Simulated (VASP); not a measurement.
Here is the system:

```xyz
2
Lattice="0.0000 3.1522 3.1522 3.1522 0.0000 3.1522 3.1522 3.1522 0.0000" Properties=species:S:1:pos:R:3 pbc="T T T"
Al     0.0000     0.0000     0.0000
Sb     1.5761     1.5761     1.5761
```

Method: r2SCAN meta-GGA, VASP's PBE PAW potentials (set 64) (plane waves; VASP 6.6.1). Settings: 520 eV cut-off, 7×7×7 Γ-centred mesh, Gaussian smearing of 0.050 eV, potentials Al Sb.

Unless said otherwise, spin-orbit coupling is left out, though it shifts the bands of the heavy elements here.

### Question
Estimate the energy per atom (σ→0), pressure, band gap (on the k-mesh) with the smallest direct gap where there is one.

### Answer

| Item | Value |
|---|---|
| band gap (on the k-mesh) | 1.52 eV |
| smallest direct gap (on the k-mesh) | 1.52 eV |
| energy per atom (σ→0) | -16.455 eV/atom |
| pressure | -2.86 GPa |

Only differences to runs with the same potentials and settings are physical.

The compound is AlSb in the zinc blende structure. This cell is one point of a volume scan, at 1.06 of the reference volume.
